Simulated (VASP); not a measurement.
# KCl (Fm-3m) in VASP: notebook, part 3 of 3

VASP 6.6.1. The steps go on from the part before.

## 6. Relaxation of cell and atoms, PBE, target pressure 10 GPa, at which the enthalpy is minimised

This run uses another cell than the first one, of 31.15 Å³/atom.

Contents of INCAR:

```
SYSTEM = KCl
  ALGO = Normal
  EDIFF = 1E-7
  EDIFFG = -0.01
  ENCUT = 500
  GGA = PE
  GGA_COMPAT = .False.
  IBRION = 2
  ISIF = 3
  ISMEAR = -1
  LASPH = .True.
  LCHARG = .False.
  LREAL = .False.
  LWAVE = .False.
  NELM = 120
  NELMIN = 4
  NSW = 60
  PREC = Accurate
  PSTRESS = 100.0
  SIGMA = 0.1
```

Contents of KPOINTS:

```
k-points
0
Gamma
  6 6 6
  0 0 0
```

Contents of POSCAR:

```
KCl
1.0
    4.4497810000      0.0000000000      0.0000000000
    2.2248905000      3.8536233873      0.0000000000
    2.2248905000      1.2845411291      3.6332309724
K Cl
1 1
Direct
    0.0000000000      0.0000000000      0.0000000000
    0.5000000000      0.5000000000      0.5000000000
```

Potentials or basis: VASP PAW PBE potentials, release 64 (K_sv, Cl).

Command:

```bash
$ cat potpaw_PBE.64/K_sv/POTCAR potpaw_PBE.64/Cl/POTCAR > POTCAR
$ mpirun -np 1 vasp_std > vasp.out
```

OUTCAR:

```text
SYSTEM = KCl
   EDIFF = 1E-7
   EDIFFG = -0.01
   ENCUT = 500
   GGA = PE
   IBRION = 2
   ISIF = 3
   ISMEAR = -1
   LASPH = .True.
   LREAL = .False.
   NELM = 120
   NELMIN = 4
   NSW = 60
   PREC = Accurate
   PSTRESS = 100.0

 ion  position               nearest neighbor table
   1  0.000  0.000  0.000-   2 3.15   2 3.15   2 3.15   2 3.15   2 3.15   2 3.15
   2  0.500  0.500  0.500-   1 3.15   1 3.15   1 3.15   1 3.15   1 3.15   1 3.15

  LATTYP: Found a face centered cubic cell.
 ALAT       =     6.2929406398

  Lattice vectors:

 A1 = (   4.4497810000,   0.0000000000,   0.0000000000)
 A2 = (   2.2248905000,   3.8536233873,   0.0000000000)
 A3 = (   2.2248905000,   1.2845411291,   3.6332309724)

Analysis of symmetry for initial positions (statically):
=====================================================================
 Subroutine PRICEL returns:
 Original cell was already a primitive cell.

 Routine SETGRP: Setting up the symmetry group for a
 face centered cubic supercell.

 Subroutine GETGRP returns: Found 48 space group operations
 (whereof 48 operations were pure point group operations)
 out of a pool of 48 trial point group operations.

The static configuration has the point symmetry O_h .

Analysis of symmetry for dynamics (positions and initial velocities):
=====================================================================
 Subroutine PRICEL returns:
 Original cell was already a primitive cell.

 Routine SETGRP: Setting up the symmetry group for a
 face centered cubic supercell.

 Subroutine GETGRP returns: Found 48 space group operations
 (whereof 48 operations were pure point group operations)
 out of a pool of 48 trial point group operations.

The dynamic configuration has the point symmetry O_h .

 Subroutine INISYM returns: Found 48 space group operations
 (whereof 48 operations are pure point group operations),
 and found     1 'primitive' translations

----------------------------------------------------------------------------------------

                                     Primitive cell

  volume of cell :      62.3018

  direct lattice vectors                    reciprocal lattice vectors
     4.449781000  0.000000000  0.000000000     0.224730161 -0.129748019 -0.091745704
     2.224890500  3.853623387  0.000000000     0.000000000  0.259496038 -0.091745704
     2.224890500  1.284541129  3.633230972     0.000000000  0.000000000  0.275237112

  length of vectors
     4.449781000  4.449781000  4.449781000     0.275237112  0.275237112  0.275237112

  position of ions in fractional coordinates (direct lattice)
     0.000000000  0.000000000  0.000000000
     0.500000000  0.500000000  0.500000000

  ion indices of the primitive-cell ions
   primitive index   ion index
                 1           1
                 2           2

----------------------------------------------------------------------------------------

 KPOINTS: k-points

Automatic generation of k-mesh.
 Grid dimensions read from file:
 generate k-points for:    6    6    6

 Generating k-lattice:

  Cartesian coordinates                     Fractional coordinates (reciprocal lattice)
     0.037455027 -0.021624670 -0.015290951     0.166666667  0.000000000 -0.000000000
     0.000000000  0.043249340 -0.015290951     0.000000000  0.166666667  0.000000000
     0.000000000  0.000000000  0.045872852     0.000000000  0.000000000  0.166666667

  Length of vectors
     0.045872852  0.045872852  0.045872852

  Shift w.r.t. Gamma in fractional coordinates (k-lattice)
     0.000000000  0.000000000  0.000000000

 Subroutine IBZKPT returns following result:
 ===========================================

 Found     16 irreducible k-points:

 Following reciprocal coordinates:
            Coordinates               Weight
  0.000000  0.000000  0.000000      1.000000
  0.166667  0.000000 -0.000000      8.000000
  0.333333 -0.000000 -0.000000      8.000000
  0.500000  0.000000  0.000000      4.000000
  0.166667  0.166667 -0.000000      6.000000
  0.333333  0.166667 -0.000000     24.000000
[... 8 lines left out ...]
 -0.333333  0.333333  0.166667     24.000000
 -0.333333  0.500000  0.166667     12.000000
   k-points           NKPTS =     16   k-points in BZ     NKDIM =     16   number of bands    NBANDS=     12
   number of dos      NEDOS =    301   number of ions     NIONS =      2
   total plane-waves  NPLWV =  32768
   dimension x,y,z NGX =    32 NGY =   32 NGZ =   32
   dimension x,y,z NGXF=    64 NGYF=   64 NGZF=   64
   ions per type =               1   1
   NGX,Y,Z   is equivalent  to a cutoff of  11.96, 11.96, 11.96 a.u.
   NGXF,Y,Z  is equivalent  to a cutoff of  23.91, 23.91, 23.91 a.u.
 SYSTEM =  KCl
   PREC   = accura    normal or accurate (medium, high low for compatibility)
   ISTART =      0    job   : 0-new  1-cont  2-samecut
   ICHARG =      2    charge: 1-file 2-atom 10-const
   ISPIN  =      1    spin polarized calculation?
   LNONCOLLINEAR =      F non collinear calculations
   LSORBIT =      F    spin-orbit coupling
   LASPH  =      T    aspherical Exc in radial PAW
   ENCUT  =  500.0 eV  36.75 Ry    6.06 a.u.   8.11  8.11  8.11*2*pi/ulx,y,z
   NELM   =    120;   NELMIN=  4; NELMDL= -5     # of ELM steps
   EDIFF  = 0.1E-06   stopping-criterion for ELM
   LREAL  =      F    real-space projection
   EDIFFG = -.1E-01   stopping-criterion for IOM
   NSW    =     60    number of steps for IOM
   IBRION =      2    ionic relax: 0-MD 1-quasi-New 2-CG
   NFREE  =      1    steps in history (QN), initial steepest desc. (CG)
   ISIF   =      3    stress and relaxation
   ISYM   =      2    0-nonsym 1-usesym 2-fastsym
   POTIM  = 0.5000    time-step for ionic-motion
   TEBEG  =    0.0;   TEEND  =   0.0 temperature during run
   PSTRESS=  100.0 pullay stress
   NELECT =      16.0000    total number of electrons
   NUPDOWN=      -1.0000    fix difference up-down
   EMIN   =  10.00;   EMAX   =-10.00  energy-range for DOS
   EFERMI =   0.00;   METHOD = LEGACY
   ISMEAR =    -1;   SIGMA  =   0.10  broadening in eV -4-tet -1-fermi 0-gaus
   EFERMI_NEDOS =   21; number of points for ismear=-14 and -15
   IALGO  =     38    algorithm
   IMIX   =      4    mixing-type and parameters
     AMIX     =   0.40;   BMIX     =  1.00
     AMIX_MAG =   1.60;   BMIX_MAG =  1.00
  volume/ion in A,a.u.               =      31.15       210.22
  Fermi-wavevector in a.u.,A,eV,Ry     =   1.040594  1.966437 14.732868  1.082835
  Thomas-Fermi vector in A             =   2.175176
   LORBIT       =      0    0 simple, 1 ext, 2 COOP (PROOUT), +10 PAW based schemes
   GGA     = PE    functional components
   LHFCALC =     F    Hartree Fock is set to
   AEXX    =    0.0000 exact exchange contribution
   IVDW    =     0    specifies the selected vdW correction
   LEPSILON=     F    determine dielectric tensor
   LRPA    =     F    only Hartree local field effects (RPA)
 conjugate gradient relaxation of ions
 non-spin polarized calculation
  energy-cutoff  :      500.00
  volume of cell :       62.30
 maximum number of plane-waves:      1596
   NGX = 17   NGY = 17   NGZ = 17

--------------------------------------- Ionic step        1  -------------------------------------------

 number of electron      16.0000001 magnetization

 Free energy of the ion-electron system (eV)
  ---------------------------------------------------
  ext. energy  EPLUGINS =         0.00000000
  ---------------------------------------------------
  free energy    TOTEN  =        -6.80369297 eV

  energy without entropy =       -6.80369297  energy(sigma->0) =       -6.80369297

------------------------ aborting loop because EDIFF is reached ----------------------------------------

  FORCE on cell =-STRESS in cart. coord.  units (eV):
  Direction    XX          YY          ZZ          XY          YZ          ZX
  --------------------------------------------------------------------------------------
  -------------------------------------------------------------------------------------
  Total        0.2997889      0.2997889      0.2997889     -0.0000000     -0.0000000      0.0000000
  in kB        7.7094827      7.7094827      7.7094827     -0.0000000     -0.0000000      0.0000000
  external PRESSURE =     -92.2905173 kB  Pullay stress =     100.0000000 kB
[... 61 lines left out ...]
  enthalpy is  TOTEN    =        -3.3985709429 eV   P V=        2.9636130102

--------------------------------------- Ionic step        3  -------------------------------------------

 number of electron      16.0000001 magnetization

 Free energy of the ion-electron system (eV)
  ---------------------------------------------------
  ext. energy  EPLUGINS =         0.00000000
  ---------------------------------------------------
  free energy    TOTEN  =        -6.41905430 eV

  energy without entropy =       -6.41905430  energy(sigma->0) =       -6.41905430

 E-fermi :   1.6059     XC(G=0):  -8.6363

 val. band max:       -0.6047445481   @ k =   0.0000   0.0000   0.0000
 cond. band min:       5.5487417297   @ k =   0.5000   0.5000   0.0000
 fundamental gap:      6.1534862778
 Fermi energy:         1.6059452684

 k-point     1 :       0.0000    0.0000    0.0000
  band No.  band energies     occupation
      1     -27.2942      2.00000
      2     -13.0839      2.00000
      3     -10.7503      2.00000
      4     -10.7503      2.00000
      5     -10.7503      2.00000
      6      -0.6047      2.00000
      7      -0.6047      2.00000
      8      -0.6047      2.00000
      9       5.5991      0.00000
     10       7.7695      0.00000
     11       7.7695      0.00000
     12       7.7695      0.00000
[... 252 lines left out ...]
  FREE ENERGIE OF THE ION-ELECTRON SYSTEM (eV)
  ---------------------------------------------------
  free  energy   TOTEN  =        -6.4190542972 eV

  energy  without entropy=       -6.4190542971  energy(sigma->0) =       -6.41905430

  enthalpy is  TOTEN    =        -3.4016364636 eV   P V=        3.0174178336

 reached required accuracy - stopping structural energy minimisation
```

OSZICAR:

```text
N       E                     dE             d eps       ncg     rms          rms(c)
DAV:   1     0.104790621156E+03    0.10479E+03   -0.71117E+03   384   0.117E+03
DAV:   2    -0.788185809799E+00   -0.10558E+03   -0.97916E+02   496   0.277E+02
DAV:   3    -0.686112374906E+01   -0.60729E+01   -0.60400E+01   484   0.611E+01
[... 29 lines left out ...]
DAV:   5    -0.641906629173E+01   -0.68382E-04   -0.61894E-04   624   0.140E-01    0.321E-02
DAV:   6    -0.641905631283E+01    0.99789E-05   -0.22814E-05   632   0.473E-02    0.147E-02
DAV:   7    -0.641905314797E+01    0.31649E-05   -0.68855E-06   596   0.207E-02    0.634E-03
DAV:   8    -0.641905422266E+01   -0.10747E-05   -0.61666E-07   468   0.869E-03    0.729E-04
DAV:   9    -0.641905429720E+01   -0.74532E-07   -0.41283E-08   328   0.147E-03
   3 F= -.34016365E+01 E0= -.34016365E+01  d E =-.486517E+00
```

It took 25 s on 1 thread of Intel Xeon 8259CL, shared host; peak memory 0.18 GiB.

Results:

| Property | Result |
| --- | --- |
| Free energy | -6.4191 eV |
| Relaxed volume | 24.17 Å³/atom |
| Relaxed cell | a = 4.089 Å, b = 4.089 Å, c = 4.089 Å, α = 60.00°, β = 60.00°, γ = 60.00° |
| Space group after relaxing (to 0.1 Å) | Fm-3m (No. 225) |
| Energy change on relaxing (the run minimises the enthalpy) | +192.3 meV/atom |
| Ionic steps | 3 |
| Pressure after relaxing | 10.0 GPa |
| Band gap on the k mesh | 6.15 eV (least direct gap 6.20 eV) |

Step by step:
```
step  energy change (eV)  largest force (eV/Å)  pressure (GPa)  volume (Å³)
   1              0.0000                0.0000            0.77        62.30
   2              0.4415                0.0000           11.12        47.48
   3              0.3846                0.0000           10.04        48.34
```

Final structure:
```
CELL_PARAMETERS angstrom
4.08903 0.00000 0.00000
2.04452 3.54120 0.00000
2.04452 1.18040 3.33868
ATOMIC_POSITIONS crystal
K 0.00000 0.00000 0.00000
Cl 0.50000 0.50000 0.50000
```

Caveat: the cell is relaxed towards a set pressure, so the run minimises the enthalpy, not the energy; the volume moved by over 15 % at a fixed basis, so the end points are rough.

## 7. Overview

| task | cell | gap on the mesh (eV) | pressure (GPa) |
| --- | --- | --- | --- |
| single point | a = 3.907 Å, angles 60.0°, 2 atoms | 5.77 | 20.3 |
| single point | a = 4.086 Å, angles 60.0°, 2 atoms | 6.15 | 10.1 |
| single point | a = 4.510 Å, angles 60.0°, 2 atoms | 5.05 | 0.0 |
| relaxation of cell and atoms | relaxed from a = 4.450 Å, angles 60.0°, 2 atoms | 5.04 | 0.0 |
| relaxation of cell and atoms | relaxed to 10 GPa from a = 4.450 Å, angles 60.0°, 2 atoms | 6.15 | 10.0 |

Alike in all rows: level PBE; potentials or basis VASP PAW PBE potentials, release 64 (K_sv, Cl); no spin polarisation; k mesh 6 × 6 × 6; cutoff (eV) 500; smearing fermi-dirac 0.1 eV.

Caveats: the cell stands under pressure (at least some runs); the cell is relaxed towards a set pressure, so the run minimises the enthalpy, not the energy (at least some runs); the volume moved by over 15 % at a fixed basis, so the end points are rough (at least some runs).

Total energies depend on the potentials used, so only differences within one code and one set of settings carry meaning.

## 8. Comparison with measurements

Step 4. Against the measured gap of KCl, 8.68 eV (a printed reference work, monograph), the calculated 5.05 eV is off by -3.63 eV. The value is that of PBE, without temperature or zero-point motion. Semilocal functionals fall short of measured gaps as a rule.
